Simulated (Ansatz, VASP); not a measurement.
## Two plane-wave programs on Be16H (a cell with a defect)

```
Be H
1.0
    -2.29000   -3.96640    0.00000
     3.43500   -1.98320    0.00000
     0.00000    0.00000    7.17686
Be H
16 1
Direct
  0.74980 0.50721 0.99681
  0.49255 0.33813 0.25371
  0.74974 0.49470 0.50245
  0.49930 0.33416 0.75049
  0.49245 0.99356 0.99644
  0.24978 0.83107 0.25075
  0.49935 0.99771 0.49968
  0.24977 0.83122 0.74707
  0.24974 0.50054 0.99949
  0.00686 0.33790 0.25369
  0.24974 0.50060 0.50309
  0.00027 0.33420 0.75048
  0.00701 0.99364 0.99648
  0.74990 0.82441 0.25338
  0.00028 0.99765 0.49972
  0.74977 0.83709 0.74773
  0.74953 0.16524 0.12487
```

Alike in both runs: functional PBE; k mesh 5 × 5 × 3; occupations fermi-dirac, width 0.15 eV; no spin polarisation.

Ansatz relaxed the structure, and its values are those at the end. VASP's run is a single point on that final structure, the one shown.

```csv
,VASP,Ansatz
version,VASP 6.6.1,Ansatz 0.2.0
potentials or method,"VASP PAW PBE potentials, release 64 (Be, H)","scalar-relativistic, plane waves, PAW"
plane-wave cutoff (eV),520,420
valence electrons in the cell,33,33
```

|  | VASP | Ansatz | Ansatz less VASP |
| --- | --- | --- | --- |
| rms of the force components (eV/Å) | 0.005 | 0.005 | 0.0000 |
